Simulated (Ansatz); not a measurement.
## W, omega (AlB2-type): how the functional moves the structure

All rows: Ansatz, plane waves with scalar-relativistic PAW, 420 eV (500 eV for the SCAN forms), relaxed under each functional, no dispersion correction, no zero-point motion. B₀ comes from uniform scaling at fixed shape; a dash is a value not given.

```
functional  V (Å³/atom)                                    cell  B₀ (GPa)     magnetic state  ΔE to bcc (meV/atom)
       PBE        16.55  a = 4.687 Å, c = 2.610 Å (c/a = 0.557)       276  spin not included                   545
    r²SCAN        16.29  a = 4.666 Å, c = 2.592 Å (c/a = 0.556)       292  spin not included                   607
    PBEsol        16.07  a = 4.642 Å, c = 2.583 Å (c/a = 0.557)       296  spin not included                   555
    revPBE        16.70  a = 4.701 Å, c = 2.618 Å (c/a = 0.557)       269  spin not included                   545
      RPBE        16.77  a = 4.707 Å, c = 2.621 Å (c/a = 0.557)       266  spin not included                   544
      BLYP        17.15  a = 4.748 Å, c = 2.636 Å (c/a = 0.555)       249  spin not included                   484
```

PBEsol gives the smallest volume and BLYP the largest.
